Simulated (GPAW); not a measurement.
Runs of GPAW 26.7.0 on In. It takes space group P6_3/mmc (No. 194, hexagonal). The conventional cell has a = 3.335 Å, b = 3.335 Å, c = 5.509 Å, α = 90.00°, β = 90.00°, γ = 120.00°. In (site symmetry -6m2) is surrounded by 12 In at 3.34 to 3.36 Å. This isn't the form of In at room conditions, which is tetragonal.

```csv
task,level,potentials or basis,cell,k mesh,smearing,band path,band points,optimizer,fmax,max steps,gap on the mesh (eV),pressure (GPa),relaxed volume (Å³/atom)
band structure,PBEsol,"PAW data sets generated in the run's folder for this functional, pw",as given,7 × 7 × 4,fermi-dirac 0.05 eV,"GMKGALHA,LM,KH",80,-,-,-,-,-2.1,-
single point,PBEsol,"PAW data sets generated in the run's folder for this functional, pw",as given,9 × 9 × 5,gaussian 0.02 eV,-,-,-,-,-,none,(b),-
relaxation of cell and atoms,PBEsol+D4,"PAW data sets generated in the run's folder for this functional, pw",relaxed,8 × 8 × 4,fermi-dirac 0.05 eV,-,-,BFGS,0.02 eV/Å,60,none,0.0,25.03
band structure,LDA,"the program's PAW data sets (release 1.2.1) made for this functional, pw",as given,7 × 7 × 4,fermi-dirac 0.05 eV,"GMKGALHA,LM,KH",80,-,-,-,-,(a),-
relaxation of cell and atoms,PBEsol+D3,"PAW data sets generated in the run's folder for this functional, pw",relaxed,8 × 8 × 4,fermi-dirac 0.05 eV,-,-,BFGS,0.02 eV/Å,60,none,0.0,25.10
```

Alike in all rows: no spin polarisation; cutoff (eV) 600.

Estimate the missing entries.

(a) -3.5; (b) -1.9.

Caveats: later steps reuse the first step's grids (some runs); pairwise dispersion overbinds metals, which lowers pressure and volume (some runs).

A k mesh can miss the band edges, and the runs leave out spin-orbit coupling on In.

A gap of «none» marks a metal or a gap under the smearing width.

Not every run made on this cell is shown here.
